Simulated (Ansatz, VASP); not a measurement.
## Two plane-wave programs on Ga

```
Ga
1.0
    -3.05210    3.05210    3.05210
     3.05210   -3.05210    3.05210
     3.05210    3.05210   -3.05210
Ga
6
Direct
  0.25000 0.12500 0.87500
  0.12500 0.87500 0.25000
  0.75000 0.37500 0.62500
  0.87500 0.25000 0.12500
  0.62500 0.75000 0.37500
  0.37500 0.62500 0.75000
```

Alike in both runs: functional PBE; k mesh 8 × 8 × 8; occupations gaussian, width 0.1 eV; no spin polarisation.

Ansatz relaxed the structure, and its values are those at the end. VASP's run is a single point on that final structure, the one shown.

```csv
,VASP,Ansatz
version,VASP 6.6.1,Ansatz 0.2.0
potentials or method,"VASP PAW PBE potentials, release 64 (Ga_d)","scalar-relativistic, plane waves, PAW"
plane-wave cutoff (eV),520,420
valence electrons in the cell,78,78
```

|  | VASP | Ansatz | Ansatz less VASP |
| --- | --- | --- | --- |
| gap on the k mesh at the Fermi level (eV) | none | none | - |
| pressure (GPa) | 0.1 | 0.0 | -0.15 |

A gap of «none» marks a metal or a gap that the smearing closes.
